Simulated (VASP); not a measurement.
BaZrO3:

```
Ba Zr O
1.0
     4.19134    0.00000    0.00000
     0.00000    4.19134    0.00000
     0.00000    0.00000    4.19134
Ba Zr O
1 1 3
Direct
  0.00000 0.00000 0.00000
  0.50000 0.50000 0.50000
  0.50000 0.50000 0.00000
  0.50000 0.00000 0.50000
  0.00000 0.50000 0.50000
```

```yaml
Program: VASP 6.6.1
Task: relaxation of cell and atoms
Functional: LDA
Potentials_or_basis: VASP PAW LDA potentials, release 64 (Ba_sv, Zr_sv, O)
Cutoff: 600 eV
k_mesh: 6 × 6 × 6
Occupations: gaussian, width 0.02 eV
Spin: no spin polarisation
```

At the start: pressure -4.0 GPa; volume 14.73 Å³/atom.

Problem. Where does the relaxation end?

Solution. Over 3 steps the energy falls by 4.5 meV/atom and the volume is 14.38 Å³/atom (-2.4 %); space group Pm-3m (No. 221, to 0.05 Å).

The path:
| step | energy change (eV) | largest force (eV/Å) | pressure (GPa) | volume (Å³) |
| --- | --- | --- | --- | --- |
| 1 | 0.0000 | 0.0000 | -4.00 | 73.63 |
| 2 | 0.0125 | 0.0000 | 5.49 | 69.78 |
| 3 | -0.0224 | 0.0000 | -0.03 | 71.89 |

Final structure:
```
Ba Zr O
1.0
     4.15797    0.00000    0.00000
     0.00000    4.15797    0.00000
     0.00000    0.00000    4.15797
Ba Zr O
1 1 3
Direct
  0.00000 0.00000 0.00000
  0.50000 0.50000 0.50000
  0.50000 0.50000 0.00000
  0.50000 0.00000 0.50000
  0.00000 0.50000 0.50000
```
